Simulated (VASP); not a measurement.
# GaN (Fm-3m) in VASP: notebook

The runs below take GaN through single point, with r2SCAN.

Everything below comes from runs of VASP 6.6.1. Logs are shortened: lines on timing, memory, paths and dates and some standing lists are left out, and cuts for length are marked.

## Step 1: The structure

Symmetry: Fm-3m, No. 225, cubic system. Conventional cell: a = 4.270 Å, b = 4.270 Å, c = 4.270 Å, α = 90.00°, β = 90.00°, γ = 90.00°. Around Ga (site symmetry m-3m) lie 6 N at 2.14 Å. N (site symmetry m-3m) has 6 Ga at 2.14 Å as nearest neighbours.

Measurements of this composition are mostly on another form, of space group No. 186.

## Step 2: Single point, r2SCAN

Contents of INCAR:

```
PREC = Accurate
ENCUT = 400
EDIFF = 1E-7
ISMEAR = 0
SIGMA = 0.05
LREAL = Auto
LASPH = T
NELM = 100
ALGO = Normal
ISIF = 2
LWAVE = F
LCHARG = F
METAGGA = R2SCAN
LMIXTAU = T
NBANDS = 16
ADDGRID = F
```

Contents of KPOINTS:

```
Automatic mesh
0
Gamma
  6 6 6
```

Contents of POSCAR:

```
GaN
1.0
    0.0000000000      2.1352350000      2.1352350000
    2.1352350000      0.0000000000      2.1352350000
    2.1352350000      2.1352350000      0.0000000000
Ga N
1 1
Direct
    0.0000000000      0.0000000000      0.0000000000
    0.5000000000      0.5000000000      0.5000000000
```

Potentials or basis: VASP PAW PBE potentials, release 64 (Ga_d, N).

Started as:

```console
$ cat potpaw_PBE.64/Ga_d/POTCAR potpaw_PBE.64/N/POTCAR > POTCAR
$ mpirun -np 1 vasp_std > vasp.out
```

OUTCAR:

```text
PREC = Accurate
   ENCUT = 400
   EDIFF = 1E-7
   ISMEAR = 0
   LREAL = Auto
   LASPH = T
   NELM = 100
   ISIF = 2
   METAGGA = R2SCAN

 Found     16 irreducible k-points:

 Following reciprocal coordinates:
            Coordinates               Weight
  0.000000  0.000000  0.000000      1.000000
  0.166667  0.000000  0.000000      8.000000
  0.333333  0.000000  0.000000      8.000000
  0.500000  0.000000  0.000000      4.000000
  0.166667  0.166667  0.000000      6.000000
  0.333333  0.166667  0.000000     24.000000
   k-points           NKPTS =     16   k-points in BZ     NKDIM =     16   number of bands    NBANDS=     16
   number of dos      NEDOS =    301   number of ions     NIONS =      2
   total plane-waves  NPLWV =   8000
   dimension x,y,z NGX =    20 NGY =   20 NGZ =   20
   dimension x,y,z NGXF=    40 NGYF=   40 NGZF=   40
   ions per type =               1   1
   NGX,Y,Z   is equivalent  to a cutoff of  11.01, 11.01, 11.01 a.u.
   NGXF,Y,Z  is equivalent  to a cutoff of  22.02, 22.02, 22.02 a.u.
 SYSTEM =  unknown system
   PREC   = accura    normal or accurate (medium, high low for compatibility)
   ISTART =      0    job   : 0-new  1-cont  2-samecut
   ICHARG =      2    charge: 1-file 2-atom 10-const
   ISPIN  =      1    spin polarized calculation?
   LNONCOLLINEAR =      F non collinear calculations
   LSORBIT =      F    spin-orbit coupling
   LASPH  =      T    aspherical Exc in radial PAW
   ENCUT  =  400.0 eV  29.40 Ry    5.42 a.u.   4.92  4.92  4.92*2*pi/ulx,y,z
   NELM   =    100;   NELMIN=  2; NELMDL= -5     # of ELM steps
   EDIFF  = 0.1E-06   stopping-criterion for ELM
   LREAL  =      T    real-space projection
   EDIFFG = 0.1E-05   stopping-criterion for IOM
   NSW    =      0    number of steps for IOM
   IBRION =     -1    ionic relax: 0-MD 1-quasi-New 2-CG
   NFREE  =      0    steps in history (QN), initial steepest desc. (CG)
   ISIF   =      2    stress and relaxation
   ISYM   =      2    0-nonsym 1-usesym 2-fastsym
   POTIM  = 0.5000    time-step for ionic-motion
   TEBEG  =    0.0;   TEEND  =   0.0 temperature during run
   PSTRESS=    0.0 pullay stress
   NELECT =      18.0000    total number of electrons
   NUPDOWN=      -1.0000    fix difference up-down
   EMIN   =  10.00;   EMAX   =-10.00  energy-range for DOS
   EFERMI =   0.00;   METHOD = LEGACY
   ISMEAR =     0;   SIGMA  =   0.05  broadening in eV -4-tet -1-fermi 0-gaus
   EFERMI_NEDOS =   21; number of points for ismear=-14 and -15
   IALGO  =     38    algorithm
   IMIX   =      4    mixing-type and parameters
     AMIX     =   0.40;   BMIX     =  1.00
     AMIX_MAG =   1.60;   BMIX_MAG =  1.00
  volume/ion in A,a.u.               =       9.74        65.70
  Fermi-wavevector in a.u.,A,eV,Ry     =   1.594814  3.013761 34.605481  2.543431
  Thomas-Fermi vector in A             =   2.692830
   LORBIT       =      0    0 simple, 1 ext, 2 COOP (PROOUT), +10 PAW based schemes
   METAGGA = R2SCAN    functional components
   LHFCALC =     F    Hartree Fock is set to
   AEXX    =    0.0000 exact exchange contribution
   IVDW    =     0    specifies the selected vdW correction
   LEPSILON=     F    determine dielectric tensor
   LRPA    =     F    only Hartree local field effects (RPA)
 non-spin polarized calculation
 Gauss-broadening in eV      SIGMA  =   0.05
  energy-cutoff  :      400.00
  volume of cell :       19.47
 maximum number of plane-waves:       366
   NGX =  9   NGY =  9   NGZ =  9

 number of electron      17.9999992 magnetization

 Free energy of the ion-electron system (eV)
  ---------------------------------------------------
  ext. energy  EPLUGINS =         0.00000000
  ---------------------------------------------------
  free energy    TOTEN  =       -20.92901861 eV

  energy without entropy =      -20.92901861  energy(sigma->0) =      -20.92901861

 E-fermi :   7.5620     XC(G=0): -13.9733

 val. band max:        7.3074546269   @ k =  -0.1667   0.1667   0.0000
 cond. band min:       8.1776707582   @ k =   0.5000   0.5000   0.0000
 fundamental gap:      0.8702161313
 Fermi energy:         7.5619782015

 k-point     1 :       0.0000    0.0000    0.0000
  band No.  band energies     occupation
      1     -10.4778      2.00000
      2      -7.1302      2.00000
      3      -7.1302      2.00000
      4      -7.1302      2.00000
      5      -7.0668      2.00000
      6      -7.0668      2.00000
[... 8 lines left out ...]
     15      23.7376      0.00000
     16      23.7376      0.00000

 k-point     2 :       0.1667    0.0000    0.0000
  band No.  band energies     occupation
      1      -9.9607      2.00000
      2      -7.1471      2.00000
      3      -7.1405      2.00000
      4      -7.1405      2.00000
      5      -7.0660      2.00000
      6      -7.0660      2.00000
[... 8 lines left out ...]
     15      24.4150      0.00000
     16      24.4151      0.00000

 k-point     3 :       0.3333    0.0000    0.0000
  band No.  band energies     occupation
      1      -8.6158      2.00000
      2      -7.2455      2.00000
      3      -7.2455      2.00000
      4      -7.1897      2.00000
      5      -6.9780      2.00000
      6      -6.9779      2.00000
[... 8 lines left out ...]
     15      27.4834      0.00000
     16      27.4835      0.00000

 k-point     4 :       0.5000    0.0000    0.0000
  band No.  band energies     occupation
      1      -7.5418      2.00000
      2      -7.2992      2.00000
      3      -7.2992      2.00000
      4      -7.2975      2.00000
      5      -6.9304      2.00000
      6      -6.9303      2.00000
[... 8 lines left out ...]
     15      31.2373      0.00000
     16      31.2374      0.00000

 k-point     5 :       0.1667    0.1667    0.0000
  band No.  band energies     occupation
      1      -9.8357      2.00000
      2      -7.1689      2.00000
      3      -7.1347      2.00000
      4      -7.0783      2.00000
      5      -7.0783      2.00000
      6      -7.0419      2.00000
[... 8 lines left out ...]
     15      28.0137      0.00000
     16      28.0139      0.00000

 k-point     6 :       0.3333    0.1667    0.0000
  band No.  band energies     occupation
      1      -8.9891      2.00000
      2      -7.1975      2.00000
      3      -7.1242      2.00000
      4      -7.1109      2.00000
      5      -6.9622      2.00000
      6      -6.8650      2.00000
[... 8 lines left out ...]
     15      28.6155      0.00000
     16      29.7839      0.00000

 [... further k-points ...]

------------------------ aborting loop because EDIFF is reached ----------------------------------------

  FORCE on cell =-STRESS in cart. coord.  units (eV):
  Direction    XX          YY          ZZ          XY          YZ          ZX
  --------------------------------------------------------------------------------------
  -------------------------------------------------------------------------------------
  Total       -1.5046048     -1.5046048     -1.5046048     -0.0000000      0.0000000     -0.0000000
  in kB     -123.8129285   -123.8129285   -123.8129285     -0.0000000      0.0000000     -0.0000000
  external PRESSURE =    -123.8129285 kB  Pullay stress =       0.0000000 kB

 VOLUME and BASIS-vectors are now :
 -----------------------------------------------------------------------------
  energy-cutoff  :      400.00
  volume of cell :       19.47
      direct lattice vectors                 reciprocal lattice vectors
     0.000000000  2.135235000  2.135235000    -0.234166263  0.234166263  0.234166263
     2.135235000  0.000000000  2.135235000     0.234166263 -0.234166263  0.234166263
     2.135235000  2.135235000  0.000000000     0.234166263  0.234166263 -0.234166263

 POSITION                                       TOTAL-FORCE (eV/Angst)
 -----------------------------------------------------------------------------------
      0.00000      0.00000      0.00000         0.000000      0.000000      0.000000
      2.13524      2.13524      2.13524        -0.000000     -0.000000     -0.000000
 -----------------------------------------------------------------------------------
    total drift:                                0.000000     -0.000000     -0.000000

  FREE ENERGIE OF THE ION-ELECTRON SYSTEM (eV)
  ---------------------------------------------------
  free  energy   TOTEN  =       -20.9290186131 eV

  energy  without entropy=      -20.9290186131  energy(sigma->0) =      -20.92901861
```

It took 44 s on 1 thread of AMD EPYC 7R43 (Zen 3), shared host; peak memory 0.1 GiB.

The run converged, but some of its settings lie outside the range that counts as converged, so its numbers aren't taken as properties of the crystal.

Results:

| Property | Result |
| --- | --- |
| Free energy | -20.9290 eV |
| Band gap on the k mesh | 0.87 eV, indirect (least direct gap 2.89 eV) |

Caveat: the k mesh is coarse (spacing up to 0.42 Å⁻¹), so the values aren't converged; the cutoff is under 1.25 times the usual one of these potentials, so pressure, stress and relaxed cells hold a basis-set (Pulay) error; the PAW data sets were made with another functional, which shifts forces and pressure a little.

(Part 1 of 2 ends here.)
